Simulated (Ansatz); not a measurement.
**NMR crystallography of KCl with a K vacancy: given against relaxed positions**

Start: a supercell of KCl (CsCl type, Pm-3m) built from a computed structure from the Materials Project (it need not be an observed phase), with all atoms left at the host's positions.

Space group Fm-3m (No. 225); a = 15.3568 Å.

```csv
site,Wyckoff,site symmetry,x,y,z
K1,24d,m.mm,0.0000,0.2500,0.2500
K4,8c,-43m,0.2500,0.2500,0.2500
K7,24e,4m.m,0.2500,0.5000,0.5000
K11,4b,m-3m,0.5000,0.5000,0.5000
Cl16,32f,.3m,0.1250,0.1250,0.1250
Cl20,32f,.3m,0.3750,0.3750,0.3750
```

One atom of each set is listed; the run and its k-mesh use a cell of 31 atoms with edges of 10.86, 10.86, 10.86 Å.

Computed with Ansatz: DFT, PBE, plane waves and PAW, scalar-relativistic, 420 eV cutoff, Γ-centred 2×2×2 k-points, Fermi–Dirac smearing 0.01 eV, cell charge -1.

The largest force at the start is 0.38 eV/Å. Relaxing the ions at fixed cell moves them by 0.247 Å at most (atom 7, K) and 0.123 Å rms.

```tsv
site	moved (Å)	first shell before	first shell after	V_zz before (10²¹ V/m²)	η before
K1	0.000	8 Cl at 3.32 Å	8 Cl at 3.29–3.33 Å	0.33	0.84
K7	0.247	8 Cl at 3.32 Å	8 Cl at 3.23–3.47 Å; also 4 K at 3.85 Å	-0.45	0.00
Cl16	0.112	7 K at 3.32 Å	7 K at 3.21–3.29 Å	-1.79	0.00
Cl20	0.007	8 K at 3.32 Å	8 K at 3.32–3.47 Å	0.092	0.00
```

(1) How do the gradients change?

Answers

(1) 

| site | V_zz after | η after | change of V_zz |
| --- | --- | --- | --- |
| K1 | -0.20 | 0.84 | – |
| K7 | -0.19 | 0.00 | +0.26 |
| Cl16 | -1.26 | 0.00 | +0.53 |
| Cl20 | -0.49 | 0.00 | -0.58 |

The largest change of V_zz along a kept axis is on Cl20, from 0.092 to -0.49. In per cent, |V_zz| changes by -30 on Cl (all sites that start above 0.5). V_zz changes sign on Cl20 (same axis). On K1 the largest principal value lies along another axis in the second run, so the two V_zz can't be compared directly. Sites without a gradient aren't listed.

The defect repeats with the cell of 31 atoms, so it feels its images: sites between two images don't show the values beside a lone defect, and zeros or small values of η there can come from the images' arrangement. A uniform background compensates the cell's charge.
Before: The neighbours have not yet relaxed around the defect (largest force 0.38 eV/Å), so a real crystal will differ.
